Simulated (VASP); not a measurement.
# BN in VASP: further runs, part 2 of 2

VASP 6.6.1. Earlier steps stand in the parts before.

**3. Relaxation of cell and atoms, rev-vdW-DF2**

This run uses another cell than the first one, of 22.39 Å³/atom, 1.009 times its volume.

INCAR reads:

```
AGGAC    = 0.0          
ALGO     = Normal         # electronic algorithm
EDIFF    = 1E-7           # SCF threshold, eV
EDIFFG   = -0.005         # ionic threshold
ENCUT    = 600            # plane-wave cutoff, eV
GGA      = MK             # functional
IBRION   = 2              # ionic algorithm
ISIF     = 3              # what is computed and relaxed
ISMEAR   = 0              # smearing method
KPAR     = 2            
LASPH    = True           # aspherical terms in the spheres
LATTICE_CONSTRAINTS= .TRUE. .TRUE. .FALSE.
LCHARG   = False          # write CHGCAR
LREAL    = False          # projectors in reciprocal space
LUSE_VDW = True         
LWAVE    = False          # write WAVECAR
NELM     = 80             # most SCF steps
NSW      = 90             # ionic steps
PARAM1   = 0.1234       
PARAM2   = 0.711357     
PREC     = Accurate       # precision mode
SIGMA    = 0.03           # smearing width, eV
ZAB_VDW  = -1.8867
```

KPOINTS reads:

```
k-points
0
Gamma
  15 15 1
```

POSCAR reads:

```
BN                                      
1.0
    2.5095850199     -0.0000000000      0.0000000000
   -1.2547925100      2.1733643754      0.0000000000
    0.0000000000      0.0000000000     24.6357000000
  B               N             
     3     3
Direct
     0.6666666699999979    0.3333333300000021    0.3653695331309305
     0.3333333300000021    0.6666666699999979    0.5000000000000000
     0.6666666699999979    0.3333333300000021    0.6346304668690694
     0.3333333300000021    0.6666666699999979    0.3653042871902925
     0.6666666699999979    0.3333333300000021    0.5000000000000000
     0.3333333300000021    0.6666666699999979    0.6346957128097077
```

Potentials or basis: VASP PAW PBE potentials, release 64 (B, N).

Started as:

```console
$ cat potpaw_PBE.64/B/POTCAR potpaw_PBE.64/N/POTCAR > POTCAR
$ mpirun -np 2 vasp_std > vasp.out
```

It took 22 min on 2 MPI ranks of Intel Xeon 6975P-C (Granite Rapids), shared host; peak memory 0.68 GiB.

It converged, with:

```yaml
Free_energy: -47.7438 eV
Energy_gained_by_relaxing: 0.1 meV/atom
Ionic_steps: 22
Largest_force_after_relaxing: 0.004 eV/Å
Band_gap_on_the_k_mesh: 4.34 eV, indirect (least direct gap 4.66 eV)
```

Forces on the atoms (eV/Å):
```
B    0.000  0.000  0.004
B    0.000  0.000  0.000
B    0.000  0.000 -0.004
N    0.000  0.000 -0.004
N    0.000  0.000  0.000
N    0.000  0.000  0.004
```

The path:
```
step  energy change (eV)  largest force (eV/Å)  pressure (GPa)  volume (Å³)
   1              0.0000                0.0078           -0.06       134.37
   2              0.0000                0.0065           -0.10       134.41
   3              0.0000                0.0059           -0.09       134.40
   4              0.0000                0.0069           -0.08       134.39
   5              0.0000                0.0110           -0.07       134.38
   6             -0.0001                0.0190           -0.06       134.37
   7             -0.0001                0.0351           -0.02       134.33
   8             -0.0001                0.0279           -0.03       134.35
   9             -0.0001                0.0279           -0.03       134.35
  10             -0.0001                0.0279           -0.04       134.35
  11             -0.0001                0.0278           -0.04       134.35
  12             -0.0001                0.0279           -0.04       134.36
  13             -0.0001                0.0279           -0.05       134.37
  14             -0.0002                0.0277           -0.07       134.39
  15             -0.0003                0.0275           -0.11       134.43
  16             -0.0003                0.0275           -0.18       134.52
  17             -0.0003                0.0269           -0.14       134.47
  18             -0.0004                0.0211           -0.11       134.44
  19             -0.0004                0.0075           -0.03       134.37
  20             -0.0004                0.0062           -0.02       134.37
  21             -0.0004                0.0066           -0.03       134.37
  22             -0.0004                0.0041           -0.04       134.38
```

Final structure:
```
CELL_PARAMETERS angstrom
2.50967 0.00000 0.00000
-1.25483 2.17343 0.00000
0.00000 0.00000 24.63570
ATOMIC_POSITIONS crystal
B 0.66667 0.33333 0.36686
B 0.33333 0.66667 0.50000
B 0.66667 0.33333 0.63314
N 0.33333 0.66667 0.36680
N 0.66667 0.33333 0.50000
N 0.33333 0.66667 0.63320
```

Levels at points of the mesh, in eV from the valence-band top:
```csv
k point,band 8,band 9,band 10,band 11,band 12,band 13,band 14,band 15,band 16
"(0.00, 0.00, 0.00)",-1.39,-1.36,-1.36,-1.35,-1.35,4.56,4.81,5.78,6.50
```

Caveat: the PAW data sets were made with another functional, which shifts forces and pressure a little.

**4. Relaxation of cell and atoms, LDA**

INCAR reads:

```
SYSTEM = BN
PREC = Accurate
ENCUT = 600
EDIFF = 1E-6
ISMEAR = 0
SIGMA = 0.03
LREAL = .FALSE.
LASPH = .TRUE.
NELM = 80
ALGO = Normal
ISIF = 3
LWAVE = .FALSE.
LCHARG = .FALSE.
IBRION = 2
NSW = 90
EDIFFG = -0.01
LATTICE_CONSTRAINTS = .TRUE. .TRUE. .FALSE.
KPAR = 2
```

KPOINTS reads:

```
regular mesh
0
G
  15 15 1
  0 0 0
```

POSCAR reads:

```
BN
1.0
    2.4982400000      0.0000000000      0.0000000000
   -1.2491200000      2.1635393000      0.0000000000
    0.0000000000      0.0000000000     24.6357000000
B N
3 3
Direct
    0.6666666700      0.3333333300      0.3653234900
    0.3333333300      0.6666666700      0.5000000000
    0.6666666700      0.3333333300      0.6346765100
    0.3333333300      0.6666666700      0.3653234900
    0.6666666700      0.3333333300      0.5000000000
    0.3333333300      0.6666666700      0.6346765100
```

Potentials or basis: VASP PAW LDA potentials, release 64 (B, N).

Started as:

```console
$ cat potpaw_LDA.64/B/POTCAR potpaw_LDA.64/N/POTCAR > POTCAR
$ mpirun -np 2 vasp_std > vasp.out
```

Run time: 8.6 min. Hardware: 2 MPI ranks of AMD EPYC 7R13 (Zen 3), shared host; peak memory 0.22 GiB.

Results (log left out):

* Free energy: -57.8249 eV
* Relaxed volume: 22.04 Å³/atom
* Relaxed cell: a = 2.490 Å, b = 2.490 Å, c = 24.636 Å, α = 90.00°, β = 90.00°, γ = 120.00°
* Space group after relaxing (to 0.05 Å): P-6m2 (No. 187)
* Energy gained by relaxing: 1.0 meV/atom
* Ionic steps: 23
* Largest force after relaxing: 0.009 eV/Å
* Band gap on the k mesh: 4.20 eV, indirect (least direct gap 4.56 eV)

Forces in eV/Å, atoms in the order of the input:
```
B    0.000  0.000 -0.009
B    0.000  0.000  0.000
B    0.000  0.000  0.009
N    0.000  0.000  0.008
N    0.000  0.000  0.000
N    0.000  0.000 -0.008
```

The path:
```tsv
step	energy change (eV)	largest force (eV/Å)	pressure (GPa)	volume (Å³)
1	0.0000	0.0427	-1.10	133.16
2	0.0130	0.0244	2.03	130.45
3	-0.0045	0.0257	-0.08	132.24
4	-0.0045	0.0253	-0.07	132.22
5	-0.0045	0.0127	-0.07	132.23
6	-0.0045	0.0146	-0.07	132.23
7	-0.0045	0.0143	-0.10	132.26
8	-0.0045	0.0139	-0.14	132.30
9	-0.0045	0.0142	-0.14	132.30
10	-0.0045	0.0130	-0.14	132.29
11	-0.0046	0.0092	-0.14	132.29
12	-0.0046	0.0109	-0.13	132.28
13	-0.0047	0.0202	-0.11	132.27
14	-0.0049	0.0381	-0.08	132.25
15	-0.0050	0.0736	-0.01	132.20
16	-0.0050	0.0617	-0.03	132.21
17	-0.0050	0.0603	-0.03	132.21
18	-0.0051	0.0569	-0.03	132.21
19	-0.0052	0.0509	-0.04	132.22
20	-0.0055	0.0379	-0.04	132.23
21	-0.0057	0.0118	-0.04	132.24
22	-0.0056	0.0427	-0.04	132.27
23	-0.0058	0.0088	-0.04	132.25
```

Final structure:
```xyz
6
Lattice="2.4897 0.0000 0.0000 -1.2449 2.1562 0.0000 0.0000 0.0000 24.6357" Properties=species:S:1:pos:R:3 pbc="T T T"
B     1.2449    0.7187    9.0693
B     0.0000    1.4374   12.3178
B     1.2449    0.7187   15.5664
N     0.0000    1.4374    9.0664
N     1.2449    0.7187   12.3178
N     0.0000    1.4374   15.5693
```

Levels at points of the mesh, in eV from the valence-band top:
| k point | band 9 | band 10 | band 11 | band 12 | band 13 | band 14 | band 15 | band 16 |
| --- | --- | --- | --- | --- | --- | --- | --- | --- |
| (0.00, 0.00, 0.00) | -1.32 | -1.32 | -1.31 | -1.31 | 4.89 | 5.28 | 6.12 | 6.81 |

**5. Relaxation of cell and atoms, LDA**

This run uses another cell than the first one, of 22.04 Å³/atom, 0.993 times its volume.

Changes to INCAR since step 4:

```diff
@@ -3,3 +3,3 @@
 ENCUT = 600
-EDIFF = 1E-6
+EDIFF = 1E-7
 ISMEAR = 0
@@ -15,3 +15,3 @@
 NSW = 90
-EDIFFG = -0.01
+EDIFFG = -0.005
 LATTICE_CONSTRAINTS = .TRUE. .TRUE. .FALSE.
```

KPOINTS is that of step 4.

POSCAR reads:

```
BN                                      
1.0
    2.4897129294      0.0000000000      0.0000000000
   -1.2448564647      2.1561546403      0.0000000000
    0.0000000000      0.0000000000     24.6357000000
  B               N             
     3     3
Direct
     0.6666666699999979    0.3333333300000021    0.3681381954330719
     0.3333333300000021    0.6666666699999979    0.5000000000000000
     0.6666666699999979    0.3333333300000021    0.6318618045669276
     0.3333333300000021    0.6666666699999979    0.3680188356770401
     0.6666666699999979    0.3333333300000021    0.5000000000000000
     0.3333333300000021    0.6666666699999979    0.6319811643229599
```

Started as:

```console
$ cat potpaw_LDA.64/B/POTCAR potpaw_LDA.64/N/POTCAR > POTCAR
$ mpirun -np 2 vasp_std > vasp.out
```

Wall time 81 s (2 MPI ranks of AMD EPYC 7R13 (Zen 3), shared host); peak memory 0.22 GiB.

It converged, with:

| Property | Result |
| --- | --- |
| Free energy | -57.8241 eV |
| Energy gained by relaxing | 0.0 meV/atom |
| Ionic steps | 2 |
| Largest force after relaxing | 0.004 eV/Å |
| Band gap on the k mesh | 4.21 eV, indirect (least direct gap 4.56 eV) |

Forces on the atoms (eV/Å):
```
B    0.000  0.000  0.004
B    0.000  0.000  0.000
B    0.000  0.000 -0.004
N    0.000  0.000 -0.003
N    0.000  0.000  0.000
N    0.000  0.000  0.003
```

Final structure:
```
B N
1.0
     2.48969    0.00000    0.00000
    -1.24485    2.15614    0.00000
     0.00000    0.00000   24.63570
B N
3 3
Direct
  0.66667 0.33333 0.36812
  0.33333 0.66667 0.50000
  0.66667 0.33333 0.63188
  0.33333 0.66667 0.36804
  0.66667 0.33333 0.50000
  0.33333 0.66667 0.63196
```

Levels at points of the mesh, in eV from the valence-band top:
| k point | band 10 | band 11 | band 12 | band 13 | band 14 | band 15 |
| --- | --- | --- | --- | --- | --- | --- |
| (0.00, 0.00, 0.00) | -1.32 | -1.31 | -1.31 | 4.90 | 5.31 | 6.22 |
